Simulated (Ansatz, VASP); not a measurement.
This is a calculation of Ta2N for Ansatz 0.2.0.

Contents of input.yaml:

```yaml
crystal:
  lattice:
    - [3.112861506, 0.0, 0.0]
    - [-1.556430753, 2.6958171426, 0.0]
    - [0.0, 0.0, 4.869841]
  atoms:
    - { symbol: Ta, position: [0.3333333333, 0.6666666667, 0.254711] }
    - { symbol: Ta, position: [0.6666666667, 0.3333333333, 0.745289] }
    - { symbol: "N", position: [0.0, 0.0, 0.0] }
hamiltonian:
  xc: pbe
  pseudopotentials: { kind: paw }
kpoints:
  mp_grid: { grid: [10, 10, 6] }
scf:
  occupations: { method: fermi_dirac, width: 0.05 }
output:
  forces: true
  stress: true
  eigenvalues: true
```

Potentials or basis: Ansatz PAW.

Launch:

```bash
$ ansatz run input.yaml --threads 1 --pin off --max-ram 3584MiB --backend cpu --events-out ev --progress --plain --runs-dir out
```

Question: Translate it to VASP 6.6.1. Potentials there: VASP PAW PBE potentials, release 64 (Ta_pv, N).

Answer: As run (the cutoff follows the program's own potentials):

Contents of INCAR:

```
SYSTEM = Ta2N
PREC = Accurate
ENCUT = 520
EDIFF = 1E-7
ISMEAR = -1
SIGMA = 0.05
LREAL = .FALSE.
LASPH = .TRUE.
NELM = 60
ALGO = Normal
ISIF = 2
LWAVE = .FALSE.
LCHARG = .FALSE.
GGA = PE
NBANDS = 20
```

Contents of KPOINTS:

```
regular mesh
0
G
  10 10 6
  0 0 0
```

Contents of POSCAR:

```
Ta2N
1.0
    3.1128615060      0.0000000000      0.0000000000
   -1.5564307530      2.6958171426      0.0000000000
    0.0000000000      0.0000000000      4.8698410000
Ta N
2 1
Direct
    0.3333333333      0.6666666667      0.2547110000
    0.6666666667      0.3333333333      0.7452890000
    0.0000000000      0.0000000000      0.0000000000
```

Potentials or basis: VASP PAW PBE potentials, release 64 (Ta_pv, N).

Launch:

```console
$ cat potpaw_PBE.64/Ta_pv/POTCAR potpaw_PBE.64/N/POTCAR > POTCAR
$ mpirun -np 1 vasp_std > vasp.out
```

Both were run:

|  | VASP | Ansatz | Ansatz less VASP |
| --- | --- | --- | --- |
| gap on the k mesh at the Fermi level (eV) | none | none | - |
| pressure (GPa) | -0.8 | -1.3 | -0.42 |
| largest component of the traceless stress (GPa) | 0.80 | 0.86 | +0.063 |
| rms of the force components (eV/Å) | 0.013 | 0.008 | -0.0042 |

Atom by atom the forces differ by 0.021 eV/Å (rms over components). A gap of «none» marks a metal or a gap that the smearing closes. The two sets of potentials don't hold the same shells in valence.

The runs have no spin-orbit coupling, so splittings on Ta are missing.
